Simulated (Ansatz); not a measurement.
Worked example: CHBrF2 + C2HBrF2 → CHF3 + C2HBr2F

Species: CHBrF2 (bromodifluoromethane) `FC(F)Br`, singlet; C2HBrF2 `F/C=C(\F)Br`, singlet; CHF3 (trifluoromethane) `FC(F)F`, singlet; C2HBr2F `F/C(Br)=C/Br`, singlet. The partners trade Br for F; both sit on C, so the bond types are kept.

Shapes, held fixed at every level: PBE0-D4/def2-TZVP. Programs: Ansatz 0.2.0. Electronic energies: no zero-point or thermal term.

At CCSD(T)/def2-TZVPP; 1 Eh = 2625.50 kJ/mol:

```
species   energy (Eh)
 CHBrF2  -2810.816010
C2HBrF2  -2848.806064
   CHF3   -337.866770
C2HBr2F  -5321.784239
```

Problem. Work out ΔE of the reaction at this level.

Solution. 
1. Products less reactants: (-337.866770) + (-5321.784239) − [(-2810.816010) + (-2848.806064)] = -0.028935 Eh = -76.0 kJ/mol.

Other levels give -84.9 (MP2/def2-TZVPP) to -60.1 kJ/mol (PBE-D4/def2-TZVPP). No measured value is set beside it here. Relativity is left out for Br. Outer-core shells of Br are correlated in most correlated rows, in sets that cover them unevenly. The median of the other levels is -68.2 kJ/mol.
